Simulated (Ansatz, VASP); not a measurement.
SiC: VASP beside Ansatz

File INCAR:

```
PREC = Accurate
ENCUT = 520
EDIFF = 1E-6
ISMEAR = 0
SIGMA = 0.05
LREAL = F
LASPH = T
NELM = 80
ALGO = Normal
ISIF = 2
LWAVE = F
LCHARG = T
GGA = PE
LELF = T
LVHAR = T
NBANDS = 11
```

The input KPOINTS:

```
Automatic mesh
0
Gamma
  10 10 10
```

Contents of POSCAR:

```
SiC
1.0
    0.0000000000      2.0803708902      2.0803708902
    2.0803708902      0.0000000000      2.0803708902
    2.0803708902      2.0803708902      0.0000000000
Si C
1 1
Direct
    0.0000000000      0.0000000000      0.0000000000
    0.7500000000      0.7500000000      0.7500000000
```

Input for Ansatz:

```yaml
crystal:
  lattice:
    - [0.0, 2.0803708902, 2.0803708902]
    - [2.0803708902, 0.0, 2.0803708902]
    - [2.0803708902, 2.0803708902, 0.0]
  atoms:
    - { symbol: Si, position: [0.0, 0.0, 0.0] }
    - { symbol: C, position: [0.75, 0.75, 0.75] }
basis:
  ecutwfc: 420
kpoints:
  mp_grid: { grid: [10, 10, 10] }
hamiltonian:
  xc: pbe
scf:
  occupations: { method: gaussian, width: 0.05 }
output:
  forces: true
  stress: true
  eigenvalues: true
```

Change from the starting cell: strain -0.050 along x and y, -0.050 along z, atoms carried along.

Alike in both runs: task single point; functional PBE; k mesh 10 × 10 × 10; occupations gaussian, width 0.05 eV; no spin polarisation.

|  | VASP | Ansatz |
| --- | --- | --- |
| version | VASP 6.6.1 | Ansatz 0.2.0 |
| potentials or method | VASP PAW PBE potentials, release 64 (Si, C) | scalar-relativistic, plane waves, PAW |
| plane-wave cutoff (eV) | 520 | 420 |
| valence electrons in the cell | 8 | 8 |

VASP gave:

- gap on the k mesh at the Fermi level (eV): 1.21
- least direct gap on the mesh (eV): 4.66
- pressure (GPa): 43.9

Problem. Estimate Ansatz's values.

Solution. gap on the k mesh at the Fermi level (eV): 1.22; least direct gap on the mesh (eV): 4.67; pressure (GPa): 44.1.

The functional is the same, so the differences come from potentials, cutoffs and numerics.

Caveats: so large a pressure means that the cell lies far from this level's equilibrium, or that cutoff or potentials fall short (VASP). A k mesh can miss the band edges.
